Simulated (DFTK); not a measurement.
## Rh in DFTK: the effect of functional

Rh:

```
Rh
1.0
     0.00000    1.89785    1.89785
     1.89785    0.00000    1.89785
     1.89785    1.89785    0.00000
Rh
1
Direct
  0.00000 0.00000 0.00000
```

Alike in all runs:

```yaml
Program: DFTK 0.8.2
Task: single point
Potentials_or_basis: SG15 1.2 (PBE)
Cutoff: 1225 eV
k_mesh: 12 × 12 × 12
Occupations: fermi-dirac, width 0.05 eV
Spin: no spin polarisation
```

```csv
functional,pressure (GPa)
LDA,-11.3
PBEsol,-4.0
RPBE,13.0
BLYP,20.3
AM05,-5.5
WC,?
r2SCAN,-1.1
SCAN,-4.0
```

What does the run with functional WC give?

Pressure -2.1 GPa.

Caveats: the potentials were made for another functional, which shifts forces and pressure.

Runs at the PBE level aren't shown here.
